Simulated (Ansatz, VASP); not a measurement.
**Be: VASP beside Ansatz**

INCAR

```
SYSTEM = Be
PREC     = Accurate       ! precision mode
ENCUT    = 600            ! plane-wave cutoff, eV
EDIFF    = 1E-7           ! SCF threshold, eV
ISMEAR   = -1             ! smearing method
SIGMA    = 0.1            ! smearing width, eV
LREAL    = .FALSE.        ! projectors in reciprocal space
LASPH    = .TRUE.         ! aspherical terms in the spheres
NELM     = 80             ! most SCF steps
ALGO     = Normal         ! electronic algorithm
ISIF     = 3              ! what is computed and relaxed
LWAVE    = .FALSE.        ! write WAVECAR
LCHARG   = .FALSE.        ! write CHGCAR
IBRION   = 2              ! ionic algorithm
NSW      = 80             ! ionic steps
EDIFFG   = -0.01          ! ionic threshold
```

Contents of KPOINTS:

```
Automatic mesh
0
G
  12 12 12
  0 0 0
```

The input POSCAR:

```
Be
1.0
    0.0000000000      2.2207471934      2.2207471934
    2.2207471934      0.0000000000      2.2207471934
    2.2207471934      2.2207471934      0.0000000000
Be
2
Direct
    0.1250000000      0.1250000000      0.1250000000
    0.8750000000      0.8750000000      0.8750000000
```

Input for Ansatz:

```yaml
crystal:
  lattice:
    - [0.0, 2.2207471934, 2.2207471934]
    - [2.2207471934, 0.0, 2.2207471934]
    - [2.2207471934, 2.2207471934, 0.0]
  atoms:
    - { symbol: Be, position: [0.125, 0.125, 0.125] }
    - { symbol: Be, position: [0.875, 0.875, 0.875] }
hamiltonian:
  xc: lda
  pseudopotentials:
    kind: paw
    azcp:
      Be: "pseudopotentials/Be.paw.azcp"
basis:
  ecutwfc: 420
  fft_grid_basis: typed
kpoints:
  mp_grid: { grid: [12, 12, 12], shift: [0, 0, 0] }
magnetization:
  spin_polarized: false
scf:
  occupations: { method: fermi_dirac, width: 0.1 }
relax:
  max_steps: 60
  f_tol: 0.01
  cell: {}
```

The cell was built by a generator and needn't be a form met in nature.

Alike in both runs: task relaxation of cell and atoms; functional LDA; k mesh 12 × 12 × 12; occupations fermi-dirac, width 0.1 eV; no spin polarisation.

```csv
,VASP,Ansatz
version,VASP 6.6.1,Ansatz 0.2.0
potentials or method,"VASP PAW LDA potentials, release 64 (Be)","plane waves (420 eV) with PAW, scalar-relativistic"
plane-wave cutoff (eV),600,420
valence electrons in the cell,4,4
```

|  | VASP | Ansatz | Ansatz less VASP |
| --- | --- | --- | --- |
| relaxed volume (Å³/atom) | 14.11 | 14.05 | -0.061 |
| relaxed cell length with the largest relative difference (Å) | 3.417 | 3.412 | -0.0050 |
| energy change over the relaxation (meV/atom) | -147 | -144 | +3.1 |

Ansatz warned: «pseudo_functional_mismatch».

Caveats: the volume moved by over 15 % at a fixed basis, so the end points are rough (VASP).
